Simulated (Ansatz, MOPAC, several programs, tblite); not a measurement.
Energy against volume for NaI in the zincblende structure, at fixed shape and fractional coordinates, computed by several methods (PBE and r2SCAN, where shown, with plane waves in Ansatz); the cell shown is that of r2SCAN. The symmetry is F-43m (No. 216, cubic); a = 7.086 Å in the conventional setting, 44.48 Å³ an atom. Na has 4 I at 3.07 Å; I has 4 Na at 3.07 Å. The calculation is spin-unpolarised, and the structure need not be a phase that has been made. Energies count from each curve's lowest point; fits are third-order Birch-Murnaghan.

```cif
data_structure
_symmetry_space_group_name_H-M 'P 1'
_symmetry_Int_Tables_number 1
_cell_length_a 5.0108
_cell_length_b 5.0108
_cell_length_c 5.0108
_cell_angle_alpha 60.000
_cell_angle_beta 60.000
_cell_angle_gamma 60.000
_cell_volume 88.96
loop_
_atom_site_label
_atom_site_type_symbol
_atom_site_fract_x
_atom_site_fract_y
_atom_site_fract_z
_atom_site_occupancy
Na1 Na 0.00000 0.00000 0.00000 1
I1 I 0.25000 0.25000 0.25000 1
```

r2SCAN, on the shape of its own relaxed cell:
```tsv
V (Å³/atom)	E (meV/atom)
41.813	6.73
43.148	1.63
44.482	0.00
45.816	1.30
47.151	5.08
```
V₀ = 44.52 Å³ an atom and B₀ = 12 GPa.

light PBE (260 eV and a coarse mesh), on the shape of the cell shown:
```
V (Å³/atom)  E (meV/atom)
     40.923         86.55
     42.703        110.42
     44.482          8.26
     46.261          7.11
     48.041          0.00
     49.820         13.79
```
The points scatter about the fit by more than 0.3 meV an atom, since at so low a cutoff the number of plane waves jumps with the volume, so no fit is quoted.

GFN1-xTB (tblite), on the shape of the cell shown, as a cluster of 64 atoms at the zone centre:
```csv
V (Å³/atom),E (meV/atom)
39.144,31.71
41.813,5.61
44.482,0.00
47.151,8.76
49.820,27.91
```
V₀ = 44.05 Å³ an atom and B₀ = 15 GPa.

PM7 (MOPAC), on the shape of the cell shown, as a cluster of 64 atoms at the zone centre:
```csv
V (Å³/atom),E (meV/atom)
39.144,166.70
41.813,66.11
44.482,15.31
47.151,0.00
49.820,10.08
```
V₀ = 47.28 Å³ an atom and B₀ = 26 GPa.

PBE, on the shape of its own relaxed cell:
```tsv
V (Å³/atom)	E (meV/atom)
43.165	6.30
44.543	1.53
45.920	0.00
47.298	1.23
48.675	4.78
```
V₀ = 45.96 Å³ an atom and B₀ = 11 GPa.
